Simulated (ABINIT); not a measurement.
GaN in ABINIT: the effect of functional

The system is GaN.

```xyz
2
Lattice="0.0000 2.2535 2.2535 2.2535 0.0000 2.2535 2.2535 2.2535 0.0000" Properties=species:S:1:pos:R:3 pbc="T T T"
Ga    0.0000    0.0000    0.0000
N     1.1268    1.1268    1.1268
```

The cell is a database's computed one.

Alike in all runs:

```yaml
Program: ABINIT 10.8.3 (patched build)
Task: single point
Potentials_or_basis: JTH PAW PBE v2.0
Cutoff: 844 eV
k_mesh: 10 × 10 × 10
Occupations: fermi-dirac, width 0.05 eV
Spin: no spin polarisation
```

```tsv
functional	gap on the mesh (eV)	pressure (GPa)
PBE	1.71	5.6
LDA	1.74	-5.8
PBEsol	1.66	-0.4
RPBE	1.74	9.8
BLYP	1.84	10.8
AM05	1.75	-0.3
r2SCAN	2.13	2.3
SCAN	2.08	1.5
revPBE	?	?
PW91	1.72	4.9
WC	1.65	-0.4
```

Problem. What does the run with functional revPBE give?

Solution. gap on the mesh 1.73 eV; pressure 8.7 GPa.

Caveats: the PAW data sets were made with another functional, which shifts forces and pressure a little (some runs).

